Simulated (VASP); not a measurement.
**Ir: relaxation of cell and atoms with PBE**

Crystal: Ir.

```
Ir
1.0
     0.00000    1.91560    1.91560
     1.91560    0.00000    1.91560
     1.91560    1.91560    0.00000
Ir
1
Cartesian
  0.0000 0.0000 0.0000
```

```
Program                : VASP 6.6.1
Task                   : relaxation of cell and atoms
Functional             : PBE
Potentials or basis    : VASP PAW PBE potentials, release 64 (Ir)
Cutoff                 : 600 eV
k mesh                 : 16 × 16 × 16
Occupations            : methfessel-paxton, width 0.1 eV
Spin                   : no spin polarisation
Further INCAR settings : ALGO = Normal; EDIFF = 1e-06; IBRION = 2; EDIFFG = -0.01; NSW = 90; ISIF = 3
```

| Property | Result |
| --- | --- |
| Relaxed volume | 14.53 Å³/atom |
| Relaxed cell | a = 2.739 Å, b = 2.739 Å, c = 2.739 Å, α = 60.00°, β = 60.00°, γ = 60.00° |
| Space group after relaxing (to 0.05 Å) | Fm-3m (No. 225) |
| Energy gained by relaxing | 17.8 meV/atom |
| Ionic steps | 4 |
| Pressure after relaxing | -0.1 GPa |
| Band gap on the k mesh | none (metal or under the smearing width) |

Step by step:
```tsv
step	energy change (eV)	largest force (eV/Å)	pressure (GPa)	volume (Å³)
1	0.0000	0.0000	12.55	14.06
2	0.1900	0.0000	-31.03	16.42
3	-0.0178	0.0000	-0.63	14.56
4	-0.0178	0.0000	-0.07	14.53
```

Final structure:
```cif
data_structure
_symmetry_space_group_name_H-M 'P 1'
_symmetry_Int_Tables_number 1
_cell_length_a 2.7392
_cell_length_b 2.7392
_cell_length_c 2.7392
_cell_angle_alpha 60.000
_cell_angle_beta 60.000
_cell_angle_gamma 60.000
_cell_volume 14.53
loop_
_atom_site_label
_atom_site_type_symbol
_atom_site_fract_x
_atom_site_fract_y
_atom_site_fract_z
_atom_site_occupancy
Ir1 Ir 0.00000 0.00000 0.00000 1
```

Levels at points of the mesh, in eV from the Fermi level:
```csv
k point,band 2,band 3,band 4,band 5,band 6,band 7
"(0.00, 0.00, 0.00)",-3.72,-3.72,-3.72,-1.14,-1.14,14.38
"(0.50, 0.00, 0.00)",-3.81,-3.81,-0.68,0.86,0.86,7.00
"(0.50, 0.50, 0.00)",-7.04,0.83,1.41,1.41,1.71,10.16
```

It took 17 s on 1 thread of Intel(R) Xeon(R) 6975P-C (Granite Rapids) (shared host), peak memory 0.16 GiB.

The run has no spin-orbit coupling, so splittings on Ir are missing. Zero-point motion and thermal expansion aren't in these numbers.
